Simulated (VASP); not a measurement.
# AlP (F-43m) in VASP: notebook

The runs below take AlP through single point, relaxation of cell and atoms, with LDA.

Program: VASP 6.6.1. These are calculated values, not measurements. Logs are shortened: lines on timing, memory, paths and dates and some standing lists are left out, and cuts for length are marked.

**The experiment to reproduce.**

A printed reference work, data compilation reports, for a bulk crystal of AlP at 4.2 K: band gap 2.505 eV (indirect).

The results are compared with them further down.

## 1. The crystal as given

It takes space group F-43m (No. 216, cubic). Conventional cell: a = 5.434 Å, b = 5.434 Å, c = 5.434 Å, α = 90.00°, β = 90.00°, γ = 90.00°. Al (site symmetry -43m) has 4 P at 2.35 Å as nearest neighbours. P (site symmetry -43m) is surrounded by 4 Al at 2.35 Å.

## 2. Single point, LDA

Input file INCAR:

```
SYSTEM = AlP
PREC     = Accurate       ! precision mode
ENCUT    = 520            ! plane-wave cutoff, eV
EDIFF    = 1E-7           ! SCF threshold, eV
ISMEAR   = 0              ! smearing method
SIGMA    = 0.02           ! smearing width, eV
LREAL    = .FALSE.        ! projectors in reciprocal space
LASPH    = .TRUE.         ! aspherical terms in the spheres
NELM     = 100            ! most SCF steps
ALGO     = Normal         ! electronic algorithm
ISIF     = 2              ! what is computed and relaxed
LWAVE    = .FALSE.        ! write WAVECAR
LCHARG   = .FALSE.        ! write CHGCAR
NBANDS   = 11             ! bands
```

Input file KPOINTS:

```
regular mesh
0
G
  8 8 8
  0 0 0
```

Input file POSCAR:

```
AlP
1.0
    0.0000000000      2.7169780668      2.7169780668
    2.7169780668      0.0000000000      2.7169780668
    2.7169780668      2.7169780668      0.0000000000
Al P
1 1
Direct
    0.0000000000      0.0000000000      0.0000000000
    0.7500000000      0.7500000000      0.7500000000
```

Potentials or basis: VASP PAW LDA potentials, release 64 (Al, P).

Run with:

```console
$ cat potpaw_LDA.64/Al/POTCAR potpaw_LDA.64/P/POTCAR > POTCAR
$ mpirun -np 1 vasp_std > vasp.out
```

OUTCAR:

```text
SYSTEM = AlP
   PREC = Accurate
   ENCUT = 520
   EDIFF = 1E-7
   ISMEAR = 0
   LREAL = .FALSE.
   LASPH = .TRUE.
   NELM = 100
   ISIF = 2

 ion  position               nearest neighbor table
   1  0.000  0.000  0.000-   2 2.35   2 2.35   2 2.35   2 2.35
   2  0.750  0.750  0.750-   1 2.35   1 2.35   1 2.35   1 2.35

  LATTYP: Found a face centered cubic cell.
 ALAT       =     5.4339561336

  Lattice vectors:

 A1 = (   0.0000000000,   2.7169780668,   2.7169780668)
 A2 = (   2.7169780668,   0.0000000000,   2.7169780668)
 A3 = (   2.7169780668,   2.7169780668,   0.0000000000)

Analysis of symmetry for initial positions (statically):
=====================================================================
 Subroutine PRICEL returns:
 Original cell was already a primitive cell.

 Routine SETGRP: Setting up the symmetry group for a
 face centered cubic supercell.

 Subroutine GETGRP returns: Found 24 space group operations
 (whereof 24 operations were pure point group operations)
 out of a pool of 48 trial point group operations.

The static configuration has the point symmetry T_d .

Analysis of symmetry for dynamics (positions and initial velocities):
=====================================================================
 Subroutine PRICEL returns:
 Original cell was already a primitive cell.

 Routine SETGRP: Setting up the symmetry group for a
 face centered cubic supercell.

 Subroutine GETGRP returns: Found 24 space group operations
 (whereof 24 operations were pure point group operations)
 out of a pool of 48 trial point group operations.

The dynamic configuration has the point symmetry T_d .

 Subroutine INISYM returns: Found 24 space group operations
 (whereof 24 operations are pure point group operations),
 and found     1 'primitive' translations

----------------------------------------------------------------------------------------

                                     Primitive cell

  volume of cell :      40.1133

  direct lattice vectors                    reciprocal lattice vectors
     0.000000000  2.716978067  2.716978067    -0.184027985  0.184027985  0.184027985
     2.716978067  0.000000000  2.716978067     0.184027985 -0.184027985  0.184027985
     2.716978067  2.716978067  0.000000000     0.184027985  0.184027985 -0.184027985

  length of vectors
     3.842387231  3.842387231  3.842387231     0.318745821  0.318745821  0.318745821

  position of ions in fractional coordinates (direct lattice)
     0.000000000  0.000000000  0.000000000
     0.750000000  0.750000000  0.750000000

  ion indices of the primitive-cell ions
   primitive index   ion index
[... 86 lines left out ...]
   NUPDOWN=      -1.0000    fix difference up-down
   EMIN   =  10.00;   EMAX   =-10.00  energy-range for DOS
   EFERMI =   0.00;   METHOD = LEGACY
   ISMEAR =     0;   SIGMA  =   0.02  broadening in eV -4-tet -1-fermi 0-gaus
   EFERMI_NEDOS =   21; number of points for ismear=-14 and -15
   IALGO  =     38    algorithm
   IMIX   =      4    mixing-type and parameters
     AMIX     =   0.40;   BMIX     =  1.00
     AMIX_MAG =   1.60;   BMIX_MAG =  1.00
  volume/ion in A,a.u.               =      20.06       135.35
  Fermi-wavevector in a.u.,A,eV,Ry     =   0.956479  1.807483 12.447314  0.914852
  Thomas-Fermi vector in A             =   2.085411
   LORBIT       =      0    0 simple, 1 ext, 2 COOP (PROOUT), +10 PAW based schemes
   GGA     = CA    functional components
   LHFCALC =     F    Hartree Fock is set to
   AEXX    =    0.0000 exact exchange contribution
   IVDW    =     0    specifies the selected vdW correction
   LEPSILON=     F    determine dielectric tensor
   LRPA    =     F    only Hartree local field effects (RPA)
 non-spin polarized calculation
 Gauss-broadening in eV      SIGMA  =   0.02
  energy-cutoff  :      520.00
  volume of cell :       40.11
 maximum number of plane-waves:      1106
 NGX is ok and might be reduce to    30
   NGX = 15   NGY = 15   NGZ = 15

 number of electron       7.9999999 magnetization

 Free energy of the ion-electron system (eV)
  ---------------------------------------------------
  ext. energy  EPLUGINS =         0.00000000
  ---------------------------------------------------
  free energy    TOTEN  =       -11.41231471 eV

  energy without entropy =      -11.41231471  energy(sigma->0) =      -11.41231471

 E-fermi :   4.6884     XC(G=0):  -9.5034

 val. band max:        4.5831312799   @ k =   0.0000   0.0000   0.0000
 cond. band min:       5.9971379215   @ k =   0.5000   0.5000   0.0000
 fundamental gap:      1.4140066416
 Fermi energy:         4.6884177415

 k-point     1 :       0.0000    0.0000    0.0000
  band No.  band energies     occupation
      1      -7.0049      2.00000
      2       4.5831      2.00000
      3       4.5831      2.00000
      4       4.5831      2.00000
      5       7.8243      0.00000
      6       9.0754      0.00000
      7       9.0754      0.00000
      8       9.0754      0.00000
      9      13.4121      0.00000
     10      13.4121      0.00000
     11      14.6681      0.00000
[... 309 lines left out ...]
 k-point    24 :      -0.3750    0.2500    0.1250
  band No.  band energies     occupation
      1      -4.9487      2.00000
      2      -0.6882      2.00000
      3       1.9197      2.00000
      4       3.0580      2.00000
      5       8.4415      0.00000
      6       9.0169      0.00000
      7      11.4300      0.00000
      8      12.2310      0.00000
      9      13.5212      0.00000
     10      15.9797      0.00000
     11      17.3174      0.00000

 [... further k-points ...]

------------------------ aborting loop because EDIFF is reached ----------------------------------------

  FORCE on cell =-STRESS in cart. coord.  units (eV):
  Direction    XX          YY          ZZ          XY          YZ          ZX
  --------------------------------------------------------------------------------------
  -------------------------------------------------------------------------------------
  Total        0.0122735      0.0122735      0.0122735      0.0000000      0.0000000     -0.0000000
  in kB        0.4902179      0.4902179      0.4902179      0.0000000      0.0000000     -0.0000000
  external PRESSURE =       0.4902179 kB  Pullay stress =       0.0000000 kB

 VOLUME and BASIS-vectors are now :
 -----------------------------------------------------------------------------
  energy-cutoff  :      520.00
  volume of cell :       40.11
      direct lattice vectors                 reciprocal lattice vectors
     0.000000000  2.716978067  2.716978067    -0.184027985  0.184027985  0.184027985
     2.716978067  0.000000000  2.716978067     0.184027985 -0.184027985  0.184027985
     2.716978067  2.716978067  0.000000000     0.184027985  0.184027985 -0.184027985

 POSITION                                       TOTAL-FORCE (eV/Angst)
 -----------------------------------------------------------------------------------
      0.00000      0.00000      0.00000         0.000000      0.000000      0.000000
      4.07547      4.07547      4.07547        -0.000000     -0.000000     -0.000000
 -----------------------------------------------------------------------------------
    total drift:                                0.000000      0.000000      0.000000

  FREE ENERGIE OF THE ION-ELECTRON SYSTEM (eV)
  ---------------------------------------------------
  free  energy   TOTEN  =       -11.4123147067 eV

  energy  without entropy=      -11.4123147067  energy(sigma->0) =      -11.41231471
```

Run time: 11 s. Hardware: 1 thread of Intel Xeon Platinum 8259CL at 2.50GHz (Skylake/Cascade Lake), shared host; peak memory 0.14 GiB.

What came out:

| Property | Result |
| --- | --- |
| Free energy | -11.4123 eV |
| Pressure | 0.0 GPa |
| Band gap on the k mesh | 1.41 eV, indirect (least direct gap 3.24 eV) |

## 3. Relaxation of cell and atoms, LDA

This run uses another cell than the first one, of 20.25 Å³/atom, 1.009 times its volume.

Input file INCAR:

```
PREC = Accurate
ENCUT = 600
EDIFF = 1E-6
ISMEAR = 0
SIGMA = 0.02
LREAL = F
LASPH = T
NELM = 100
ALGO = Fast
ISIF = 3
LWAVE = F
LCHARG = F
IBRION = 2
NSW = 100
EDIFFG = -0.005
```

Input file KPOINTS:

```
Automatic mesh
0
Gamma
  8 8 8
```

Input file POSCAR:

```
AlP
1.0
    0.0000000000      2.7255000000      2.7255000000
    2.7255000000      0.0000000000      2.7255000000
    2.7255000000      2.7255000000      0.0000000000
Al P
1 1
Direct
    0.0000000000      0.0000000000      0.0000000000
    0.7500000000      0.7500000000      0.7500000000
```

Potentials or basis: VASP PAW LDA potentials, release 64 (Al, P).

Run with:

```console
$ cat potpaw_LDA.64/Al/POTCAR potpaw_LDA.64/P/POTCAR > POTCAR
$ mpirun -np 1 vasp_std > vasp.out
```

OUTCAR:

```text
PREC = Accurate
   ENCUT = 600
   EDIFF = 1E-6
   ISMEAR = 0
   LREAL = F
   LASPH = T
   NELM = 100
   ISIF = 3
   IBRION = 2
   NSW = 100
   EDIFFG = -0.005

 ion  position               nearest neighbor table
   1  0.000  0.000  0.000-   2 2.36   2 2.36   2 2.36   2 2.36
   2  0.750  0.750  0.750-   1 2.36   1 2.36   1 2.36   1 2.36

  LATTYP: Found a face centered cubic cell.
 ALAT       =     5.4510000000

  Lattice vectors:

 A1 = (   0.0000000000,   2.7255000000,   2.7255000000)
 A2 = (   2.7255000000,   0.0000000000,   2.7255000000)
 A3 = (   2.7255000000,   2.7255000000,   0.0000000000)

Analysis of symmetry for initial positions (statically):
=====================================================================
 Subroutine PRICEL returns:
 Original cell was already a primitive cell.

 Routine SETGRP: Setting up the symmetry group for a
 face centered cubic supercell.

 Subroutine GETGRP returns: Found 24 space group operations
 (whereof 24 operations were pure point group operations)
 out of a pool of 48 trial point group operations.

The static configuration has the point symmetry T_d .

Analysis of symmetry for dynamics (positions and initial velocities):
=====================================================================
 Subroutine PRICEL returns:
 Original cell was already a primitive cell.

 Routine SETGRP: Setting up the symmetry group for a
 face centered cubic supercell.

 Subroutine GETGRP returns: Found 24 space group operations
 (whereof 24 operations were pure point group operations)
 out of a pool of 48 trial point group operations.

The dynamic configuration has the point symmetry T_d .

 Subroutine INISYM returns: Found 24 space group operations
 (whereof 24 operations are pure point group operations),
 and found     1 'primitive' translations

[... 129 lines left out ...]
  energy-cutoff  :      600.00
  volume of cell :       40.49
 maximum number of plane-waves:      1365
   NGX = 15   NGY = 15   NGZ = 15

--------------------------------------- Ionic step        1  -------------------------------------------

 number of electron       8.0000000 magnetization

 Free energy of the ion-electron system (eV)
  ---------------------------------------------------
  ext. energy  EPLUGINS =         0.00000000
  ---------------------------------------------------
  free energy    TOTEN  =       -11.41173919 eV

  energy without entropy =      -11.41173919  energy(sigma->0) =      -11.41173919

------------------------ aborting loop because EDIFF is reached ----------------------------------------

  FORCE on cell =-STRESS in cart. coord.  units (eV):
  Direction    XX          YY          ZZ          XY          YZ          ZX
  --------------------------------------------------------------------------------------
  -------------------------------------------------------------------------------------
  Total       -0.1889924     -0.1889924     -0.1889924      0.0000000      0.0000000     -0.0000000
  in kB       -7.4780166     -7.4780166     -7.4780166      0.0000000      0.0000000     -0.0000000
  external PRESSURE =      -7.4780166 kB  Pullay stress =       0.0000000 kB
[... 59 lines left out ...]
--------------------------------------- Ionic step        3  -------------------------------------------

 number of electron       8.0000000 magnetization

 Free energy of the ion-electron system (eV)
  ---------------------------------------------------
  ext. energy  EPLUGINS =         0.00000000
  ---------------------------------------------------
  free energy    TOTEN  =       -11.41259118 eV

  energy without entropy =      -11.41259118  energy(sigma->0) =      -11.41259118

 E-fermi :   4.7117     XC(G=0):  -9.5011

 val. band max:        4.5774627127   @ k =   0.0000   0.0000   0.0000
 cond. band min:       5.9927185538   @ k =   0.5000   0.5000   0.0000
 fundamental gap:      1.4152558412
 Fermi energy:         4.7117141123

 k-point     1 :       0.0000    0.0000    0.0000
  band No.  band energies     occupation
      1      -7.0070      2.00000
      2       4.5775      2.00000
      3       4.5775      2.00000
      4       4.5775      2.00000
      5       7.8137      0.00000
      6       9.0690      0.00000
      7       9.0690      0.00000
      8       9.0690      0.00000
[... 243 lines left out ...]
 k-point    24 :      -0.3750    0.2500    0.1250
  band No.  band energies     occupation
      1      -4.9525      2.00000
      2      -0.6915      2.00000
      3       1.9154      2.00000
      4       3.0534      2.00000
      5       8.4353      0.00000
      6       9.0102      0.00000
      7      11.4224      0.00000
      8      12.2231      0.00000

 [... further k-points ...]

------------------------ aborting loop because EDIFF is reached ----------------------------------------

  FORCE on cell =-STRESS in cart. coord.  units (eV):
  Direction    XX          YY          ZZ          XY          YZ          ZX
  --------------------------------------------------------------------------------------
  -------------------------------------------------------------------------------------
  Total        0.0016976      0.0016976      0.0016976      0.0000000     -0.0000000     -0.0000000
  in kB        0.0677652      0.0677652      0.0677652      0.0000000     -0.0000000     -0.0000000
  external PRESSURE =       0.0677652 kB  Pullay stress =       0.0000000 kB
[... 17 lines left out ...]
  FREE ENERGIE OF THE ION-ELECTRON SYSTEM (eV)
  ---------------------------------------------------
  free  energy   TOTEN  =       -11.4125911786 eV

  energy  without entropy=      -11.4125911786  energy(sigma->0) =      -11.41259118

 reached required accuracy - stopping structural energy minimisation
```

OSZICAR:

```text
N       E                     dE             d eps       ncg     rms          rms(c)
DAV:   1     0.116715802396E+02    0.11672E+02   -0.35738E+03   464   0.866E+02
DAV:   2    -0.112134226572E+02   -0.22885E+02   -0.22494E+02   600   0.930E+01
DAV:   3    -0.118426042966E+02   -0.62918E+00   -0.62918E+00   608   0.203E+01
[... 20 lines left out ...]
DAV:   1    -0.114129097731E+02   -0.60169E-03   -0.77153E-03   520   0.528E-01    0.102E-01
RMM:   2    -0.114126444724E+02    0.26530E-03   -0.37412E-04   464   0.128E-01    0.501E-02
RMM:   3    -0.114125965274E+02    0.47945E-04   -0.19790E-04   464   0.892E-02    0.115E-02
RMM:   4    -0.114125921380E+02    0.43894E-05   -0.12581E-05   464   0.341E-02    0.686E-03
RMM:   5    -0.114125911786E+02    0.95945E-06   -0.35764E-06   434   0.166E-02
   3 F= -.11412591E+02 E0= -.11412591E+02  d E =-.851985E-03
```

Wall time 13 s (1 thread of Intel Xeon Platinum 8259CL at 2.50GHz (Skylake/Cascade Lake), shared host); peak memory 0.15 GiB.

Results:

```
Free energy                            : -11.4126 eV
Relaxed volume                         : 20.07 Å³/atom
Relaxed cell                           : a = 3.843 Å, b = 3.843 Å, c = 3.843 Å, α = 60.00°, β = 60.00°, γ = 60.00°
Space group after relaxing (to 0.05 Å) : F-43m (No. 216)
Energy gained by relaxing              : 0.4 meV/atom
Ionic steps                            : 3
Pressure after relaxing                : 0.0 GPa
Band gap on the k mesh                 : 1.42 eV, indirect (least direct gap 3.24 eV)
```

Step by step:
```tsv
step	energy change (eV)	largest force (eV/Å)	pressure (GPa)	volume (Å³)
1	0.0000	0.0000	-0.75	40.49
2	-0.0006	0.0000	0.46	39.94
3	-0.0009	0.0000	0.01	40.14
```

Final structure:
```yaml
crystal:
  lattice:
    - [0.00000, 2.71752, 2.71752]
    - [2.71752, 0.00000, 2.71752]
    - [2.71752, 2.71752, 0.00000]
  atoms:
    - { symbol: Al, position: [0.00000, 0.00000, 0.00000] }
    - { symbol: P, position: [0.75000, 0.75000, 0.75000] }
```

A k mesh can miss the band edges. Zero-point motion and thermal expansion aren't in these numbers.

## 4. Single point, LDA

This run uses another cell than the first one, of 18.44 Å³/atom, 0.919 times its volume.

Input file INCAR:

```
SYSTEM = AlP
PREC = Accurate ; ENCUT = 520
EDIFF = 1E-7 ; ISMEAR = 0
SIGMA = 0.01 ; LREAL = .False.
LASPH = .True. ; NELM = 100
ALGO = Normal ; ISIF = 2
LWAVE = .False. ; LCHARG = .False.
GGA = CA ; NBANDS = 11
```

Input file KPOINTS:

```
regular mesh
0
Gamma
  10 10 10
  0 0 0
```

Input file POSCAR:

```
AlP
1.0
    0.0000000000      2.6418179154      2.6418179154
    2.6418179154      0.0000000000      2.6418179154
    2.6418179154      2.6418179154      0.0000000000
Al P
1 1
Direct
    0.0000000000      0.0000000000      0.0000000000
    0.7500000000      0.7500000000      0.7500000000
```

Run with:

```console
$ cat potpaw_LDA.64/Al/POTCAR potpaw_LDA.64/P/POTCAR > POTCAR
$ mpirun -np 1 vasp_std > vasp.out
```

It took 12 s on 1 thread of Intel Xeon Platinum 8259CL at 2.50GHz (Skylake/Cascade Lake), shared host; peak memory 0.14 GiB.

It converged, with:

```yaml
Free_energy: -11.3269 eV
Pressure: 9.1 GPa
Band_gap_on_the_k_mesh: 1.24 eV, indirect (least direct gap 3.56 eV)
```

Levels at points of the mesh, in eV from the valence-band top:
| k point | band 1 | band 2 | band 3 | band 4 | band 5 | band 6 | band 7 | band 8 | band 9 |
| --- | --- | --- | --- | --- | --- | --- | --- | --- | --- |
| (0.00, 0.00, 0.00) | -12.10 | 0.00 | 0.00 | 0.00 | 3.98 | 4.61 | 4.61 | 4.61 | 8.92 |
| (0.50, 0.00, 0.00) | -10.15 | -6.04 | -0.83 | -0.83 | 3.04 | 4.75 | 4.75 | 8.33 | 11.82 |
| (0.50, 0.50, 0.00) | -9.37 | -5.70 | -2.33 | -2.33 | 1.24 | 2.29 | 11.72 | 11.72 | 12.47 |

## 5. Summary

| task | cell | k mesh | cutoff (eV) | smearing | gap on the mesh (eV) | pressure (GPa) |
| --- | --- | --- | --- | --- | --- | --- |
| single point | F-43m, 20.06 Å³/atom | 8 × 8 × 8 | 520 | gaussian 0.02 eV | 1.41 | 0.0 |
| relaxation of cell and atoms | relaxed | 8 × 8 × 8 | 600 | gaussian 0.02 eV | 1.42 | 0.0 |
| single point | F-43m, 18.44 Å³/atom | 10 × 10 × 10 | 520 | gaussian 0.01 eV | 1.24 | 9.1 |

Alike in all rows: level LDA; potentials or basis VASP PAW LDA potentials, release 64 (Al, P); no spin polarisation.

Total energies depend on the potentials used, so only differences within one code and one set of settings carry meaning.

## 6. Comparison with measurements

Step 2. A measured gap of AlP is 2.505 eV (indirect; 4.2 K; a printed reference work, data compilation); the calculated 1.41 eV misses it by -1.09 eV. The value is that of LDA on a finite k mesh, which can miss the band edges, without temperature or zero-point motion. Semilocal functionals fall short of measured gaps as a rule.

Step 4. Measured gap of AlP: 2.505 eV (indirect; 4.2 K; a printed reference work, data compilation). This calculation gives 1.24 eV (-1.27 eV). So large a miss can be the level of theory's own, or it may mean another phase, state or a wrong row. The value is that of LDA on a finite k mesh, which can miss the band edges, without temperature or zero-point motion. Semilocal functionals fall short of measured gaps as a rule.
